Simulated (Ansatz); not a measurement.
# MnF2 (P4_2/mnm) in Ansatz: settings compared

One crystal, MnF2, is run at these levels: PBEsol, r2SCAN; tasks: relaxation of cell and atoms.

Program: Ansatz 0.2.0. These are calculated values, not measurements. Logs are shortened: lines on timing, memory, paths and dates and some standing lists are left out, and cuts for length are marked.

### 1 Starting point

The structure is tetragonal, space group P4_2/mnm (No. 136). Conventional cell: a = 4.874 Å, b = 4.874 Å, c = 3.311 Å, α = 90.00°, β = 90.00°, γ = 90.00°. Mn (site symmetry mmm) has 6 F at 2.10 to 2.13 Å as nearest neighbours. F (site symmetry m2m) has 3 Mn at 2.10 to 2.13 Å as nearest neighbours.

### 2 Relaxation of cell and atoms, PBEsol, collinear spin, ferromagnetic start

input.yaml reads:

```yaml
crystal:
  lattice:
    - [4.8738, 0.0, 0.0]
    - [0.0, 4.8738, 0.0]
    - [0.0, 0.0, 3.3107]
  atoms:
    - { symbol: Mn, position: [0.5, 0.5, 0.5], spin: 4.0 }
    - { symbol: Mn, position: [0.0, 0.0, 0.0], spin: 4.0 }
    - { symbol: F, position: [0.8053, 0.1947, 0.5] }
    - { symbol: F, position: [0.6947, 0.6947, 0.0] }
    - { symbol: F, position: [0.1947, 0.8053, 0.5] }
    - { symbol: F, position: [0.3053, 0.3053, 0.0] }
hamiltonian:
  xc: pbesol
  pseudopotentials: { kind: paw }
magnetization:
  spin_polarized: true
kpoints:
  mp_grid: { grid: [6, 6, 8] }
scf:
  occupations: { method: fermi_dirac, width: 0.05 }
output:
  forces: true
  stress: true
  eigenvalues: true
relax:
  f_tol: 0.01
  max_steps: 40
  cell: { stress_tol: 0.05 }
```

Potentials or basis: Ansatz PAW.

Command:

```sh
$ ansatz run input.yaml --threads 2 --pin off --max-ram 5632MiB --backend cpu --events-out ev --progress --plain --runs-dir out
```

The program printed:

```text
Warning: RAYON_NUM_THREADS=2 ignored (pool sized by the plan → 2); use --threads N
Engine: ansatz 0.2.0, x86_64-unknown-linux-gnu
Pseudopotentials: kind: paw
Pseudopotential: Mn, paw, valence charge 15, recommended cutoff 420 eV (normal), Mn.paw.azcp
Pseudopotential: F, paw, valence charge 7, recommended cutoff 420 eV (normal), F.paw.azcp
Functional definition: PBEsol
  exchange = pbesol_x
  correlation = pbesol_c
Crystal: 6 atoms, lattice volume = 78.642 Å³
Basis set: ecut = 420 eV, 1519 PW (Γ), exchange–correlation on 72×72×48 points (8 copies of the dense FFT grid, shifted against one another)
Bands: 40, of which v1, the nominal top of the filled ones, is band 29 counted from 1 (28 counted from 0)
Symmetry: 16 space group operations
Space group: P42/mnm (ITA 136), of the structure as read, at distance tolerance 4.3e-5 Å
Magnetic group: BNS 136.495 (UNI 1155), of the structure as read, at distance tolerance 4.3e-5 Å
k-points: 50 of 288
Non-local potential: Mn, projectors of the file, l = 0: 3, l = 1: 2, l = 2: 3, l = 3: 1
Non-local potential: F, projectors of the file, l = 0: 2, l = 1: 2, l = 2: 1
PAW form: soft (Blöchl's): semilocal exchange-correlation on the pseudo side does not see the compensation charge
PAW frozen core: Mn, regenerated for the run's functional, and the local potential with it (the file was generated under x = pbe(κ = 0.804, μ = 0.2195149727645171), c = pbe(β = 0.06672455060314922))
PAW frozen core: F, regenerated for the run's functional, and the local potential with it (the file was generated under x = pbe(κ = 0.804, μ = 0.2195149727645171), c = pbe(β = 0.06672455060314922))
PAW one-centre angular grid: Mn, 590 points (default); XC on 64 Gauss nodes
PAW one-centre angular grid: F, 110 points (default); XC on 64 Gauss nodes
Initial density: superposition of atomic densities (chi_scale 0.1, normalization cell, long waves kept (reshape's long-wave potential 0.01 eV rms))
Starting moments: Σ|m| = 8 μB on 2 of 6 sites
Initial wavefunctions: pseudopotential atomic-orbital guess
Functional: x = pbesol(κ = 0.804, μ = 0.12345679012345678), c = pbesol(β = 0.046)
SCF iter   1: F=—  HF=-10952.386133 eV  |F-HF|=—  |Δ(HF+E_count)|=         —  Δρ=1.86e-1 (↑1.86e-1 ↓1.76e-1)  dr2=9.03e1  dr2_m=8.04e-1  M=8.482 μB ∫|m|=8.482 μB  β_m=0.30  ethr=3.10e-3  ⟨swp⟩=5.3  Hψ=14482  notcnv=0  defer=10
Mixer restart at iter 1: flushing history
preconditioner: auto → Kerker (q_TF=auto, 2.593 Å⁻¹)  [metal: Δε(μ)=0.001 eV  Ē_g=11.743 eV  σ=0.050 eV  W_gap=0.01  n_scr=22 (ndim 8)  ℏωp=27.1 eV  f_vac=0.063  D(μ)=11.36/eV (n_scr^D=176)]
spin=Collinear: Kerker preconditioning applied to the charge; magnetization (m = ρ↑ − ρ↓) channel mixes plain (no charge-response kernel on spin).
SCF iter   2: F=—  HF=-10942.758913 eV  |F-HF|=—  |Δ(HF+E_count)|=    9.63e0  Δρ=9.66e-2 (↑9.66e-2 ↓3.48e-2)  dr2=8.86e0  dr2_m=2.21e0  M=9.921 μB ∫|m|=9.921 μB  β_m=0.35  ethr=3.10e-3  ⟨swp⟩=3.6  Hψ=9796  notcnv=0  defer=263
SCF iter   3: F=—  HF=-10941.672485 eV  |F-HF|=—  |Δ(HF+E_count)|=    1.09e0  Δρ=5.09e-2 (↑5.09e-2 ↓2.33e-2)  dr2=2.38e0  dr2_m=7.56e-1  M=10.000 μB ∫|m|=10.000 μB  β_m=0.56  ethr=3.10e-3  ⟨swp⟩=2.5  Hψ=6141  notcnv=0  defer=273
SCF iter   4: F=—  HF=-10941.323286 eV  |F-HF|=—  |Δ(HF+E_count)|=   3.49e-1  Δρ=1.04e-2 (↑9.76e-3 ↓1.04e-2)  dr2=2.42e-1  dr2_m=6.08e-3  M=10.000 μB ∫|m|=10.001 μB  β_m=0.78  ethr=3.10e-3  ⟨swp⟩=2.7  Hψ=7572  notcnv=0  defer=272
SCF iter   5: F=—  HF=-10941.399535 eV  |F-HF|=—  |Δ(HF+E_count)|=         —  Δρ=4.18e-3 (↑2.49e-3 ↓4.18e-3)  dr2=3.63e-2  dr2_m=2.84e-3  M=10.000 μB ∫|m|=10.001 μB  β_m=0.78  ethr=4.17e-4  ⟨swp⟩=3.4  Hψ=8317  notcnv=0  defer=280
Mixer restart at iter 5: flushing history
SCF iter   6: F=—  HF=-10941.403112 eV  |F-HF|=—  |Δ(HF+E_count)|=   3.58e-3  Δρ=1.95e-3 (↑1.95e-3 ↓1.66e-3)  dr2=1.41e-2  dr2_m=3.52e-4  M=10.000 μB ∫|m|=10.001 μB  β_m=0.89  ethr=6.26e-5  ⟨swp⟩=2.0  Hψ=5578  notcnv=0  defer=302
SCF iter   7: F=—  HF=-10941.409206 eV  |F-HF|=—  |Δ(HF+E_count)|=   6.09e-3  Δρ=1.02e-3 (↑1.02e-3 ↓9.88e-4)  dr2=4.20e-3  dr2_m=1.70e-6  M=10.000 μB ∫|m|=10.000 μB  β_m=0.90  ethr=2.44e-5  ⟨swp⟩=2.0  Hψ=5441  notcnv=0  defer=302
SCF iter   8: F=—  HF=-10941.410339 eV  |F-HF|=—  |Δ(HF+E_count)|=   1.13e-3  Δρ=4.16e-4 (↑2.44e-4 ↓4.16e-4)  dr2=5.06e-4  dr2_m=1.89e-5  M=10.000 μB ∫|m|=10.000 μB  β_m=0.95  ethr=7.25e-6  ⟨swp⟩=2.1  Hψ=6348  notcnv=0  defer=304
SCF iter   9: F=—  HF=-10941.410641 eV  |F-HF|=—  |Δ(HF+E_count)|=   3.01e-4  Δρ=1.66e-4 (↑1.66e-4 ↓1.13e-4)  dr2=3.79e-5  dr2_m=1.42e-6  M=10.000 μB ∫|m|=10.000 μB  β_m=0.97  ethr=8.72e-7  ⟨swp⟩=2.0  Hψ=5792  notcnv=0  defer=306
SCF iter  10: F=—  HF=-10941.410649 eV  |F-HF|=—  |Δ(HF+E_count)|=   8.41e-6  Δρ=1.20e-4 (↑1.20e-4 ↓3.71e-5)  dr2=9.09e-6  dr2_m=1.87e-6  M=10.000 μB ∫|m|=10.000 μB  β_m=0.81  ethr=6.53e-8  ⟨swp⟩=2.0  Hψ=6679  notcnv=0  defer=306
SCF iter  11: F=—  HF=-10941.410646 eV  |F-HF|=—  |Δ(HF+E_count)|=   3.47e-6  Δρ=2.31e-5 (↑2.31e-5 ↓2.28e-5)  dr2=1.95e-6  dr2_m=2.92e-8  M=10.000 μB ∫|m|=10.000 μB  β_m=0.90  ethr=1.57e-8  ⟨swp⟩=2.3  Hψ=6673  notcnv=0  defer=306
SCF iter  12: F=—  HF=-10941.410649 eV  |F-HF|=—  |Δ(HF+E_count)|=   3.01e-6  Δρ=3.79e-6 (↑3.79e-6 ↓3.53e-6)  dr2=4.63e-8  dr2_m=9.60e-10  M=10.000 μB ∫|m|=10.000 μB  β_m=0.95  ethr=3.36e-9  ⟨swp⟩=2.0  Hψ=5662  notcnv=0  defer=306
SCF iter  13: F=-10941.410649 eV  HF=-10941.410649 eV  |F-HF|=9.64e-11  |Δ(HF+E_count)|=   7.96e-8  Δρ=1.13e-6 (↑1.13e-6 ↓8.63e-7)  dr2=2.40e-9  dr2_m=1.16e-10  M=10.000 μB ∫|m|=10.000 μB  ethr=7.99e-11  ⟨swp⟩=8.0  Hψ=16321  notcnv=0
SCF 1 converged in 13 iterations: F = -10941.410649 eV  dr2 = 2.40e-9
[... 63 lines left out ...]
SCF 6 converged in 5 iterations: F = -10941.411888 eV  dr2 = 1.79e-11
relax step   6: F+E_penalty+E_count = -10941.41188751 eV  Δ(F+E_penalty+E_count) = +1.196e-4 eV  max|allowed force component| = 1.032e-4 eV/Å  Δτ_max = 0.0000 Å  P = +0.000 GPa  Ω = 78.129 Å³  stress off target by 7.60e-3 GPa  SCF on the basis re-selected at this cell (its energy is not comparable with the rows above)  (5 SCF iters)
basis re-selected at this cell: Δ(F+E_penalty+E_count) = +1.196e-4 eV, ΔP = -0.002 GPa vs the last step (what re-selecting the basis moved, of the pressure what is left beyond the Pulay correction that the steps carried, after the strain that the cell walked since its last selection, with what the two solves' SCF thresholds leave and, on support functions, any second-order correction that the steps lacked; it is no measure of the basis error at this ecutwfc). This SCF's stress stands 7.60e-3 GPa from its target on what of the cell is left free (relax.cell.stress_tol is 5.00e-2 GPa) and its largest allowed force component is 1.03e-4 eV/Å (relax.f_tol is 1.00e-2 eV/Å): within both
WARN: an SCF from antiferromagnetic starting moments (-4.65, 4.65, 0.00, 0.00, 0.00, 0.00 Bohr magnetons, atom by atom) was not made, by what the run has read of turns of its moments that order reads lower: the deck asks for what bars it, or types moments that do (magnetization.spin_polarized, in the input reference, names some of the keys), or the run goes by scf.lower_state_search: light, the default, which as a rule tries one only behind a close that has lost an order of both signs, or on which an open d or half-filled 4f shell of a PAW file has lost a moment that was set nearer to Hund's than to what is left; or, under a Hubbard U, one that names an f shell that the input leaves bare beside given moments, or a larger moment for a shell of low spin that is given one. standard, with a start from the atoms, tries one behind each close (in a relaxation, ahead of its steps or at their end). To set out from that order, type those moments (crystal.atoms[].spin; where shells were raised to Hund's moment, beside crystal.symmetry.detect: false) under scf.lower_state_search: light. The bands of the close that named these starting moments, or of the one ahead of a search that led to it (under cold or Methfessel-Paxton smearing those of the Gaussian ahead of it) read a cost of -127.03 meV for the turn to them, carried on from a small turn (-127.03 by the pairs of d shells alone)
SCF converged after 5 iterations
Magnetization: 10.0000 μB (34.0000 up, 24.0000 down)
Absolute magnetization: 10.0004 μB (∫|ρ↑−ρ↓|, with the PAW one-centre terms)
Spin contamination: 0.0068 ħ² per cell (⟨S²⟩ above its minimum at these occupations)
Per-site moments (μB) at R_I (Å): [(4.170502158322247, 0.8666737172752319), (4.170502158322245, 0.8666737172752313), (0.10295532587908923, 0.8666737172752319), (0.1029553258790889, 0.8666737172752313), (0.10295532587908875, 0.8666737172752319), (0.10295532587908898, 0.866673717275232)]
Free energy (F): -10941.411888 eV
Harris-Foulkes:  -10941.411888 eV  (|F-HF|=5.46e-12)
Internal energy: -10941.411887 eV  (E = F + TS)
E sigma→0 (E₀):  -10941.411887 eV
Entropy (-TS):   -0.000001 eV (-0.000 meV/atom)
Fermi energy:    7.876435 eV
--- Per-component energies (eV) ---
  E_band       = -814.992241
  E_kinetic    = 1419.771981
  E_local      = -7211.648670  (includes V_loc(G=0)·N_el)
  E_nonlocal   = 812.154978
  E_hartree    = 2867.596895
  E_xc         = -530.977721
  E_vxc        = -683.465467  (∫ρ·V_xc dr)
  E_paw        = -3334.353870  (= ΣΔE_a)
  E_vpaw       = -887.006615  (= ΣTr[D̂ρ^β])
  E_aug_tail   = 0.008038  (compensation charges beyond the density's cutoff)
  E_ewald      = -4964.472588
  E_core_change = 0.509071  (= ΣΔE_core)
  E_smearing   = -0.000001  (= −TS)
  E_closure    = 0.000000  (closes the sum)
  Σ components = -10941.411888   (vs F -10941.411888, Δ=0.00e0)
--- Forces (eV/Å), atoms counted from 1 ---
  atom   1  Mn    -0.00000000    -0.00000000     0.00000000
  atom   2  Mn     0.00000000    -0.00000000    -0.00000000
  atom   3  F      0.00010319    -0.00010319     0.00000000
  atom   4  F     -0.00010319    -0.00010319     0.00000000
  atom   5  F     -0.00010319     0.00010319    -0.00000000
  atom   6  F      0.00010319     0.00010319    -0.00000000
  max |Σ_I F_I| component: 1.63e-18 eV/Å
--- Stress (GPa, compression-positive) ---
        0.004246       0.000000       0.000000
        0.000000       0.004246       0.000000
        0.000000       0.000000      -0.007602
  P = ⅓ Tr σ = 0.0003 GPa (0.003 kbar)
--- Band table (eV; the first three rows and the last of 100) ---
  k-point 0 ↑: bands = ["-73.6995", "-73.6991", "-42.6324", "-42.6324", "-42.5828", "-42.5828", "-42.5771", "-42.5751", "-17.3450", "-16.8114", "-16.7479", "-16.7479", "-1.1420", "-0.2449", "0.4068", "0.6129", "0.6129", "1.0538", "1.0589", "1.0589", "2.0057", "2.4383", "2.4383", "2.7484", "4.8647", "4.9357", "5.0084", "5.0845", "5.0845", "5.6034", "5.8227", "6.8407", "6.8407", "7.4011", "8.3050", "13.6163", "13.6163", "15.0531", "16.7008", "18.4571"]
  k-point 1 ↑: bands = ["-73.6993", "-73.6989", "-42.6318", "-42.6318", "-42.5826", "-42.5826", "-42.5804", "-42.5786", "-17.3054", "-16.8106", "-16.7504", "-16.7504", "-1.0347", "-0.2005", "0.5042", "0.5245", "0.5245", "0.8694", "1.1984", "1.1984", "1.6925", "2.3234", "2.3234", "2.6932", "4.9512", "4.9694", "4.9957", "5.1397", "5.1397", "5.7112", "5.7739", "6.7104", "6.7104", "7.2982", "8.7493", "14.0050", "14.0050", "15.1237", "16.7778", "18.0495"]
  k-point 2 ↑: bands = ["-73.6989", "-73.6985", "-42.6304", "-42.6304", "-42.5884", "-42.5870", "-42.5822", "-42.5822", "-17.2000", "-16.8179", "-16.7566", "-16.7566", "-0.7486", "-0.1028", "0.4651", "0.4651", "0.4822", "0.7832", "1.0482", "1.3627", "1.3627", "2.0574", "2.0574", "2.5049", "4.9948", "5.0331", "5.1038", "5.2775", "5.2775", "5.6371", "5.9492", "6.4506", "6.4506", "7.0124", "9.8834", "14.9705", "14.9705", "15.1528", "17.0184", "17.0211"]
  k-point 49 ↓: bands = ["-68.6916", "-68.6916", "-37.7210", "-37.7210", "-37.6833", "-37.6833", "-37.6617", "-37.6617", "-16.6983", "-16.6983", "-16.5886", "-16.5886", "-0.1235", "-0.1235", "0.4860", "0.4860", "1.3063", "1.3063", "1.5837", "1.5837", "2.4307", "2.4307", "2.5153", "2.5153", "9.4622", "9.4622", "9.5417", "9.5417", "9.7179", "9.7179", "10.3203", "10.3203", "10.6748", "10.6748", "15.6487", "15.6487", "15.7606", "15.7606", "16.6178", "16.6178"]
--- Relaxed structure (4 steps of the walk, 4 accepted, 2 SCFs on fresh bases) ---
  F+E_penalty+E_count = -10941.41188751 eV   max|allowed force component| = 1.032e-4 eV/Å   (the final SCF, on the basis selected at the relaxed cell)
  cell:  # Å, volume = 78.1292 Å³
    - [4.868587811545064, -6.932153393367144e-35, 0.0]
    - [-6.932153393367144e-35, 4.868587811545064, 0.0]
    - [0.0, 0.0, 3.2961546422978367]
  atoms:
    - { symbol: Mn, position: [0.5, 0.5, 0.5000000000000001] }
    - { symbol: Mn, position: [5.5613800960518835e-21, 3.707586730701251e-21, 0.0] }
    - { symbol: F, position: [0.8051502064692381, 0.19484979353076212, 0.5000000000000001] }
    - { symbol: F, position: [0.6948497935307621, 0.6948497935307621, 0.0] }
    - { symbol: F, position: [0.19484979353076212, 0.8051502064692381, 0.5000000000000001] }
    - { symbol: F, position: [0.30515020646923807, 0.30515020646923807, 0.0] }
```

Run time: 79 s. Hardware: 2 threads of Intel Xeon at 2.70GHz, shared host; peak memory 0.56 GiB.

Results:

```yaml
Free_energy: -10941.4119 eV
Relaxed_volume: 13.02 Å³/atom
Relaxed_cell: a = 4.869 Å, b = 4.869 Å, c = 3.296 Å, α = 90.00°, β = 90.00°, γ = 90.00°
Space_group_after_relaxing_to_0.05_Å: P4_2/mnm (No. 136)
Energy_gained_by_relaxing: 0.2 meV/atom
Ionic_steps: 6
Pressure_after_relaxing: 0.0 GPa
Band_gap_on_the_k_mesh: 0.90 eV, direct
Net_moment: 10.00 μB per cell
Absolute_moment: 10.00 μB per cell
Site_moments: Mn +4.17; F +0.10 μB
```

Step by step:
| step | energy change (eV) | largest force (eV/Å) | volume (Å³) |
| --- | --- | --- | --- |
| 1 | 0.0000 | 0.0052 | 78.64 |
| 2 | -0.0023 | 0.0057 | 78.34 |
| 3 | -0.0032 | 0.0036 | 78.16 |
| 4 | -0.0012 | 0.0036 | 78.16 |
| 5 | -0.0014 | 0.0001 | 78.13 |
| 6 | -0.0012 | 0.0001 | 78.13 |

Final structure:
```
Mn F
1.0
     4.86859    0.00000    0.00000
     0.00000    4.86859    0.00000
     0.00000    0.00000    3.29615
Mn F
2 4
Direct
  0.50000 0.50000 0.50000
  0.00000 0.00000 0.00000
  0.80515 0.19485 0.50000
  0.69485 0.69485 0.00000
  0.19485 0.80515 0.50000
  0.30515 0.30515 0.00000
```

Levels at points of the mesh, in eV from the valence-band top:
Spin up:
| k point | band 32 | band 33 | band 34 | band 35 | band 36 | band 37 |
| --- | --- | --- | --- | --- | --- | --- |
| (0.00, 0.00, 0.00) | -0.56 | -0.56 | 0.00 | 0.90 | 6.22 | 6.22 |
| (0.00, 0.00, -0.50) | -1.24 | -1.02 | -1.02 | 5.55 | 5.55 | 9.34 |
| (0.00, -0.50, 0.00) | -0.83 | -0.69 | -0.69 | 3.27 | 3.27 | 7.56 |
| (0.00, -0.50, -0.50) | -1.68 | -0.32 | -0.32 | 6.60 | 6.60 | 6.76 |
| (-0.50, -0.50, 0.00) | -1.15 | -0.56 | -0.56 | 4.80 | 4.80 | 5.32 |
| (-0.50, -0.50, -0.50) | -1.27 | -0.85 | -0.85 | 6.61 | 6.61 | 7.67 |
Spin down:
| k point | band 20 | band 21 | band 22 | band 23 | band 24 | band 25 | band 26 | band 27 | band 28 | band 29 |
| --- | --- | --- | --- | --- | --- | --- | --- | --- | --- | --- |
| (0.00, 0.00, 0.00) | -6.06 | -5.17 | -4.77 | -4.77 | -4.48 | 1.60 | 1.65 | 2.08 | 2.15 | 2.15 |
| (0.00, 0.00, -0.50) | -5.84 | -5.41 | -5.41 | -5.19 | -5.19 | 2.09 | 2.09 | 2.16 | 2.16 | 2.24 |
| (0.00, -0.50, 0.00) | -5.81 | -5.56 | -5.56 | -4.81 | -4.81 | 1.84 | 1.84 | 2.28 | 2.28 | 2.31 |
| (0.00, -0.50, -0.50) | -6.08 | -5.25 | -5.25 | -4.99 | -4.99 | 1.79 | 1.79 | 2.23 | 2.23 | 2.43 |
| (-0.50, -0.50, 0.00) | -5.60 | -5.23 | -5.23 | -5.15 | -5.15 | 1.71 | 1.71 | 2.17 | 2.17 | 2.33 |
| (-0.50, -0.50, -0.50) | -5.82 | -4.97 | -4.97 | -4.89 | -4.89 | 2.06 | 2.06 | 2.14 | 2.14 | 2.32 |

Caveat: the magnetic or orbital state may not be the lowest; the plane-wave basis is chosen anew once the cell has moved, so the energies of steps on either side of that aren't comparable; the pressure holds a Pulay correction of +0.7 GPa for the finite cutoff; only a ferromagnetic start was run, and an antiferromagnetic order may lie lower in energy; the PAW data sets come from PBE, with cores solved anew for the run's functional, which leaves a small shift of forces and pressure. A hybrid or GW would open this gap; PBEsol tends to underestimate it.

[end of part 1 of 2]
